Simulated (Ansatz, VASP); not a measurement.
HfO2: VASP beside Ansatz

```
Hf O
1.0
     5.12641    0.00000   -0.00818
     0.00000    5.20173    0.00000
    -0.86840    0.00000    5.23512
Hf O
4 8
Direct
  0.27652 0.04247 0.20820
  0.72348 0.54247 0.29180
  0.72348 0.95753 0.79180
  0.27652 0.45753 0.70820
  0.44715 0.75807 0.47912
  0.55285 0.25807 0.02088
  0.55285 0.24193 0.52088
  0.44715 0.74193 0.97912
  0.07062 0.33556 0.34209
  0.92938 0.83556 0.15791
  0.92938 0.66444 0.65791
  0.07062 0.16444 0.84209
```

Alike in both runs: functional PBE; dispersion D3(BJ); k mesh 6 × 6 × 6; occupations gaussian, width 0.02 eV; no spin polarisation.

Ansatz relaxed the structure, and its values are those at the end. VASP's run is a single point on that final structure, the one shown.

```csv
,VASP,Ansatz
version,VASP 6.6.1,Ansatz 0.2.0
potentials or method,"VASP PAW PBE potentials, release 64 (Hf_pv, O)","scalar-relativistic, plane waves, PAW"
plane-wave cutoff (eV),520,420
valence electrons in the cell,88,152
```

|  | VASP | Ansatz | Ansatz less VASP |
| --- | --- | --- | --- |
| gap on the k mesh at the Fermi level (eV) | 4.00 | 4.04 | +0.042 |
| least direct gap on the mesh (eV) | 4.09 | 4.14 | +0.045 |
| pressure (GPa) | -3.1 | 0.0 | +3.14 |
| rms of the force components (eV/Å) | 0.033 | 0.001 | -0.0320 |

The two sets of potentials don't hold the same shells in valence.

Caveats: spin-orbit coupling is left out, which moves the levels of the heavy elements. A k mesh can miss the band edges.
